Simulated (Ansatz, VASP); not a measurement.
**BN in VASP and in Ansatz**

```
B N
1.0
     0.00000    1.71724    1.81239
     1.81239    0.00000    1.81239
     1.81239    1.71724    0.00000
B N
1 1
Direct
  0.00000 0.00000 0.00000
  0.75000 0.75000 0.75000
```

Change from the starting cell: engineering shear strain xz +0.0000, normal strain along z -0.0525.

Alike in both runs: task single point; functional PBE; k mesh 12 × 12 × 12; occupations gaussian, width 0.05 eV; no spin polarisation.

|  | VASP | Ansatz |
| --- | --- | --- |
| version | VASP 6.6.1 | Ansatz 0.2.0 |
| potentials or method | VASP PAW PBE potentials, release 64 (B, N) | scalar-relativistic, plane waves, PAW |
| plane-wave cutoff (eV) | 520 | 520 |
| valence electrons in the cell | 8 | 8 |

|  | VASP | Ansatz | Ansatz less VASP |
| --- | --- | --- | --- |
| gap on the k mesh at the Fermi level (eV) | 3.55 | 3.56 | +0.014 |
| least direct gap on the mesh (eV) | 8.47 | 8.49 | +0.013 |
| pressure (GPa) | 22.4 | 22.1 | -0.35 |
| largest component of the traceless stress (GPa) | 21.27 | 21.26 | -0.008 |

Caveats: so large a pressure means that the cell lies far from this level's equilibrium, or that cutoff or potentials fall short (VASP). A k mesh can miss the band edges.
